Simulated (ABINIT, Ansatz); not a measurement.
# NaI (Fm-3m): G0W0 on several meshes in ABINIT, part 2 of 2

How does the mesh move the gap of NaI (Fm-3m)?

ABINIT 10.8.3; PBE and many-body steps on it, plane waves. Known limits of the many-body steps: not at the basis limit; no spin-orbit coupling.

So far. Step 4 (4×4×4): The gap on the mesh goes from 3.64 eV to 5.43 eV, a correction of +1.79 eV. Step 5 (Empty states on the mesh, 6×6×6 mesh, 76 bands): On this mesh the gap is 3.639 eV.

### 6. Screening, 6×6×6 mesh, 70 bands, screening to 114.3 eV

This step: RPA screening on PBE, plane waves, norm-conserving pseudopotentials.

Input file run.abi:

```
acell 3*1.0 Angstrom
rprim 
  -0.000000000000 3.236400000000 3.236400000000
  3.236400000000 0.000000000000 3.236400000000
  3.236400000000 3.236400000000 0.000000000000
ntypat 2
znucl 11 53
natom 2
typat 1 2
xred 
  0.000000000000 0.000000000000 0.000000000000
  0.500000000000 0.500000000000 0.500000000000
pp_dirpath "pseudos"
pseudos "Na.upf, I.upf"
ecut 38
ngkpt 6 6 6
nshiftk 1
shiftk 0 0 0
kptopt 1
chksymbreak 0
istwfk *1
occopt 1
irdwfk 1
optdriver 3
nband 70
ecuteps 4.2
inclvkb 2
awtr 1
symchi 1
indata_prefix "in"
outdata_prefix "out"
tmpdata_prefix "tmp"
```

On the command line:

```
OMP_NUM_THREADS=1 mpirun -n 4 abinit run.abi > log
```

Numbers of over 12 decimals in the logs are rounded to 6 here.

The program printed:

```text
.Version 10.8.3 of ABINIT. v10.8.2 released Aug 2026.

 Symmetries : space group Fm -3 m (#225); Bravais cF (face-center cubic)
[... echo of the input left out ...]
== DATASET  1 ==================================================================
-   mpi_nproc: 4, omp_nthreads: 1 (-1 if OMP is not activated)

--- !DatasetInfo
iteration_state: {dtset: 1, }
dimensions: {natom: 2, nkpt: 16, mband: 70, nsppol: 1, nspinor: 1, nspden: 1, mpw: 5132, }
cutoff_energies: {ecut:  38.0, pawecutdg:  -1.0, }
electrons: {nelect:   1.60000000E+01, charge:   0.00000000E+00, occopt:   1.00000000E+00, tsmear:   1.00000000E-02, }

 SCREENING: Calculation of the susceptibility and dielectric matrices

 Based on a program developped by R.W. Godby, V. Olevano, G. Onida, and L. Reining.
 Incorporated in ABINIT by V. Olevano, G.-M. Rignanese, and M. Torrent.
.Using double precision arithmetic ; gwpc =  8

[... cell and pseudopotentials left out ...]
--------------------------------------------------------------------------------

 ==== K-mesh for the wavefunctions ====
 Number of points in the irreducible wedge :    16
[... list of points left out ...]
 Together with 48 symmetry operations and time-reversal symmetry
 yields   216 points in the full Brillouin Zone.

 ==== Q-mesh for the screening function ====
 Number of points in the irreducible wedge :    16
[... list of points left out ...]
 Together with 48 symmetry operations and time-reversal symmetry
 yields   216 points in the full Brillouin Zone.

 setmesh: FFT mesh size selected  =    32x   32x   32
          total number of points  =        32768

 vcoul_init : cutoff-mode = AUXILIARY_FUNCTION
 q-points for optical limit:   1
     1)      0.000010    0.000020    0.000030

- screening: taking advantage of time-reversal symmetry
- Maximum band index for partially occupied states nbvw = 8
- Remaining bands to be divided among processors   nbcw = 62
- Number of bands treated by each node ~15

 Number of electrons calculated from density =   16.0000; Expected =   16.0000
 average of density, n =  0.034971
 r_s =    1.8970
 omega_plasma =   18.0389 [eV]

 calculating chi0 at frequencies [eV] :
  1    0.000000E+00    0.000000E+00
  2    0.000000E+00    1.803886E+01

--------------------------------------------------------------------------------
  q-point number  1        q = ( 0.000000, 0.000000, 0.000000) [r.l.u.]
--------------------------------------------------------------------------------
[... chi0 elements left out ...]
 For q-point:  0.000010 0.000020 0.000030
  dielectric constant =   3.0900
  dielectric constant without local fields =   3.7784

  Average fulfillment of the sum rule on Im[epsilon] for q-point    1 :     57.56  [%]
[... wings left out ...]
  q-point number  2        q = ( 0.166667, 0.000000, 0.000000) [r.l.u.]
--------------------------------------------------------------------------------
[... chi0 elements left out ...]
  Average fulfillment of the sum rule on Im[epsilon] for q-point    2 :     71.43  [%]

 [... 14 further q-points ...]
```

Elapsed: 1.8 min, on 4 MPI ranks of Intel Xeon Platinum 8375C at 2.90GHz (Ice Lake), shared host; peak memory 1.4 GiB.

This step gave:

```
ε∞ with local fields, on this mesh, along the program's q direction : 3.09
the same without local fields                                       : 3.778
plasma frequency                                                    : 18.04 eV
plane waves in the screening matrix                                 : 169
```

### 7. 6×6×6

This step: G0W0 on PBE, plane waves, norm-conserving pseudopotentials.

run.abi, as its differences from that of step 6:

```diff
@@ -23,8 +23,15 @@
 irdwfk 1
-optdriver 3
+optdriver 4
 nband 70
+gwcalctyp 0
+ecutsigx 38
+symsigma 1
+nkptgw 1
+kptgw 
+  0.0000000000 0.0000000000 0.0000000000
+bdgw 
+  6 12
 ecuteps 4.2
-inclvkb 2
-awtr 1
-symchi 1
+irdscr 1
+ppmodel 1
 indata_prefix "in"
```

The program printed:

```text
.Version 10.8.3 of ABINIT. v10.8.2 released Aug 2026.

 Symmetries : space group Fm -3 m (#225); Bravais cF (face-center cubic)
[... echo of the input left out ...]
== DATASET  1 ==================================================================
-   mpi_nproc: 4, omp_nthreads: 1 (-1 if OMP is not activated)

--- !DatasetInfo
iteration_state: {dtset: 1, }
dimensions: {natom: 2, nkpt: 16, mband: 70, nsppol: 1, nspinor: 1, nspden: 1, mpw: 5132, }
cutoff_energies: {ecut:  38.0, pawecutdg:  -1.0, }
electrons: {nelect:   1.60000000E+01, charge:   0.00000000E+00, occopt:   1.00000000E+00, tsmear:   1.00000000E-02, }

 SIGMA: Calculation of the GW corrections

 Based on a program developped by R.W. Godby, V. Olevano, G. Onida, and L. Reining.
 Incorporated in ABINIT by V. Olevano, G.-M. Rignanese, and M. Torrent.
.Using double precision arithmetic ; gwpc =  8

[... cell and pseudopotentials left out ...]
--------------------------------------------------------------------------------

 ==== K-mesh for the wavefunctions ====
 Number of points in the irreducible wedge :    16
[... list of points left out ...]
 Together with 48 symmetry operations and time-reversal symmetry
 yields   216 points in the full Brillouin Zone.

 ==== Q-mesh for screening function ====
 Number of points in the irreducible wedge :    16
[... list of points left out ...]
 Together with 48 symmetry operations and time-reversal symmetry
 yields   216 points in the full Brillouin Zone.

 vcoul_init : cutoff-mode = AUXILIARY_FUNCTION
 q-points for optical limit:   1
     1)      0.000010    0.000020    0.000030
 setmesh: FFT mesh size selected  =    50x   50x   50
          total number of points  =       125000

 Number of electrons calculated from density =   16.0000; Expected =   16.0000
[...]
number of q-points in BZ                          216
 number of frequencies for dSigma/dE                 9
 frequency step for dSigma/dE [eV]                0.25
 number of omega for Sigma on real axis              0
 max omega for Sigma on real axis  [eV]           0.00
 zcut for avoiding poles [eV]                     0.10

 EPSILON^-1 parameters (SCR file):
 dimension of the eps^-1 matrix on file            169
 dimension of the eps^-1 matrix used               169
 number of plane-waves for wavefunctions          5065
 number of bands                                    70
 number of q-points in IBZ                          16
 number of frequencies                               2
 number of real frequencies                          1
 number of imag frequencies                          1

 matrix elements of self-energy operator (all in [eV])

 Perturbative Calculation

--- !SelfEnergy_ee
iteration_state: {dtset: 1, }
kpoint     : [   0.000,    0.000,    0.000, ]
spin       : 1
KS_gap     :    3.639
QP_gap     :    5.437
Delta_QP_KS:    1.797
data: !SigmaeeData |
     Band     E0 <VxcDFT>   SigX SigC(E0)      Z dSigC/dE  Sig(E)    E-E0       E
        6   0.107 -11.382 -14.333   1.519   0.803  -0.245 -12.532  -1.150  -1.042
        7   0.107 -11.382 -14.333   1.519   0.803  -0.245 -12.532  -1.150  -1.042
        8   0.107 -11.382 -14.333   1.519   0.803  -0.245 -12.532  -1.150  -1.042
        9   3.746  -7.316  -3.697  -2.849   0.841  -0.189  -6.668   0.648   4.394
       10   8.073  -7.144  -3.105  -3.168   0.829  -0.206  -6.422   0.722   8.795
       11   8.073  -7.144  -3.105  -3.168   0.829  -0.206  -6.422   0.722   8.795
       12   8.073  -7.144  -3.105  -3.168   0.829  -0.206  -6.422   0.722   8.795

== END DATASET(S) ==============================================================
================================================================================

 -outvars: echo values of variables after computation  --------
           etotal      0.0000000000E+00
            nband          70
             nkpt          16
          spgroup         225
 [... the other variables as echoed above ...]

 Calculation completed.
```

It took 10 s on 4 MPI ranks; peak memory 1.2 GiB.

Numbers from this step:

```yaml
g0w0_gap_on_the_points_computed: 5.436 eV
starting_gap_on_the_mesh: 3.639 eV
k_of_the_valence_top: 0, 0, 0
k_of_the_conduction_bottom: 0, 0, 0
z_at_the_valence_top: 0.803
z_at_the_conduction_bottom: 0.841
least_direct_g0w0_gap_on_the_computed_points: 5.436 eV
```

Against G0W0 in ABINIT (4×4×4 mesh, 70 bands, screening to 114.3 eV, Godby-Needs plasmon pole), the gap moves by +0.010 eV.

### 8. The runs together

Times are wall times on 4 MPI ranks of Intel Xeon Platinum 8375C at 2.90GHz (Ice Lake), shared host, good to a factor of about two. A run's time includes the screening step that it read.

```
  run   mesh  bands  screening cutoff (eV)  DFT gap (eV)  gap on the mesh (eV)  direct (eV)  ε∞ used   time
4×4×4  4×4×4     70                  114.3         3.639                 5.426        5.426     3.23   18 s
6×6×6  6×6×6     70                  114.3         3.639                 5.436        5.436     3.09  2 min
```

### 9. Summary of results

- 4×4×4: 5.426 eV
- 6×6×6: 5.436 eV
- known limits: not at the basis limit; no spin-orbit coupling

In words: 6×6×6: +0.010 eV against 4×4×4. Bands and cutoff are finite, so the gap is not at the basis limit. The miss can reach some tenths of an eV and take either sign; the mesh is an error of its own. In the G0W0 runs levels were corrected at 1 k point alone, so a gap called «on the mesh» is the least over those, and an edge elsewhere would be missed. The many-body steps are scalar-relativistic: spin-orbit coupling is not in them.

[Paths, hosts, dates, memory and timing lines, banners, echoed tables and standing remarks are left out of the program output.]

[Logs are printed without paths, hosts, clocks, repeated set-up lines and the standing remarks that a program may print on its own settings, such as how far it seeks lower states.]

[Runs of the session that timed out or met a known fault of the program may be left out.]

[Hosts, paths, dates, database ids (printed as entryN), source tags and the programs' standing remarks are cut or masked in the printed files.]

[G0W0 gaps are taken among the corrected bands and points alone; a level outside them can change the order at an edge.]

[Where Ansatz stands beside ABINIT at settings called matched, ABINIT's density can come from a denser mesh and the files from another edition; pairs whose starting gaps differed by over 0.03 eV were left out, so agreement reads better than it is.]
